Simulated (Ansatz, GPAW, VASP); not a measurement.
## One calculation of WC, 3 ways

```
W C
1.0
     2.90650    0.00000    0.00000
    -1.45325    2.51710    0.00000
     0.00000    0.00000    2.83660
W C
1 1
Cartesian
  0.0000 0.0000 0.0000
  1.4533 0.8390 1.4183
```

Alike in all runs: task single point; functional PBE; k mesh 10 × 10 × 9; occupations gaussian, width 0.03 eV; no spin polarisation; no spin-orbit coupling. Pressure is positive in compression and, in plane waves, holds the error of the finite cutoff.

```csv
program and potentials,plane-wave cutoff (eV),notes,pressure (GPa)
"Ansatz, all-electron LAPW, scalar-relativistic",-,-,5.69
"VASP, PBE PAW files C, W_sv, 520 eV",520,-,6.73
"GPAW, GPAW PAW data sets (gpaw-data 1.2.1)",800,-,5.36
```

The pressure spans 5.36 (GPAW, GPAW PAW data sets (gpaw-data 1.2.1)) to 6.73 GPa (VASP, PBE PAW files C, W_sv, 520 eV), with all-electron results at 5.69.

The functional is the same throughout but for its coding, so the spread measures potentials, basis and numerics; runs on potential files found faulty are left out.

All three calculations put WC under compression in this cell, so PBE would favour a slightly larger volume. The cell lies close to the measured lattice of hexagonal WC, and the sign fits the usual tendency of PBE to underbind solids with heavy 5d metals.

Pressures of several GPa need not mean a large error in the lattice. Strong covalent W 5d–C 2p bonding, added to the metallic cohesion, makes WC extremely stiff, so a small mismatch in volume produces a sizeable stress. For the same reason, the disagreement between the codes corresponds to only a slight difference in equilibrium volume. GPAW falls just below the all-electron 5.69 GPa and VASP further above it, at 6.73 GPa; the VASP excess probably stems from the potentials rather than the cutoff, since an incomplete plane-wave basis normally lowers the computed pressure.

A single scalar pressure doesn't show whether relaxation would lengthen a and c in equal proportion or change the axial ratio.
